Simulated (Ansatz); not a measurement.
Zr:

```
Zr
1.0
     3.23200    0.00000    0.00000
    -1.61600    2.79899    0.00000
     0.00000    0.00000    5.14700
Zr
2
Direct
  0.33465 0.67413 0.25390
  0.66535 0.32587 0.74610
```

The cell isn't the ideal one: atom 2 moved 0.06 Å.

| Item | Value |
| --- | --- |
| Program | Ansatz 0.2.0 |
| Task | relaxation of the atoms |
| Functional | PBE |
| Potentials or basis | Ansatz PAW |
| Cutoff | 420 eV (not typed: the program's choice for these potentials) |
| k mesh | 9 × 9 × 5 |
| Occupations | fermi-dirac, width 0.05 eV |
| Spin | no spin polarisation |

At the start: volume 23.28 Å³/atom.

Where does the relaxation end?

Over 4 steps the energy falls by 2.1 meV/atom; space group P6_3/mmc (No. 194, to 0.05 Å).

The path:
```csv
step,energy change (eV),largest force (eV/Å)
1,0.0000,0.1663
2,-0.0034,0.0735
3,-0.0041,0.0014
4,-0.0041,0.0014
```

Final structure:
```cif
data_structure
_symmetry_space_group_name_H-M 'P 1'
_symmetry_Int_Tables_number 1
_cell_length_a 3.2320
_cell_length_b 3.2320
_cell_length_c 5.1470
_cell_angle_alpha 90.000
_cell_angle_beta 90.000
_cell_angle_gamma 120.000
_cell_volume 46.56
loop_
_atom_site_label
_atom_site_type_symbol
_atom_site_fract_x
_atom_site_fract_y
_atom_site_fract_z
_atom_site_occupancy
Zr1 Zr 0.33341 0.66692 0.24998 1
Zr2 Zr 0.66659 0.33308 0.75002 1
```

Caveat: the thresholds are loose for stress.
